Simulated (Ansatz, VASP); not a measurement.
# One calculation of BN, two programs

```xyz
2
Lattice="0.0000 1.8303 1.8303 1.8303 0.0000 1.8303 1.8303 1.8303 0.0000" Properties=species:S:1:pos:R:3 pbc="T T T"
B     0.0000    0.0000    0.0000
N     2.7454    2.7454    2.7454
```

Alike in both runs: task single point; functional PBE; k mesh 12 × 12 × 12; occupations gaussian, width 0.02 eV; no spin polarisation.

|  | VASP | Ansatz |
| --- | --- | --- |
| version | VASP 6.6.1 | Ansatz 0.2.0 |
| potentials or method | VASP PAW PBE potentials, release 64 (B, N) | scalar-relativistic, plane waves, PAW |
| plane-wave cutoff (eV) | 520 | 420 |
| valence electrons in the cell | 8 | 8 |

```tsv
	VASP	Ansatz	Ansatz less VASP
gap on the k mesh at the Fermi level (eV)	4.42	4.43	+0.011
least direct gap on the mesh (eV)	8.64	8.65	+0.010
pressure (GPa)	-10.2	-10.4	-0.15
```

A k mesh can miss the band edges. PBE gaps usually lie below the measured ones, often by a third to a half.
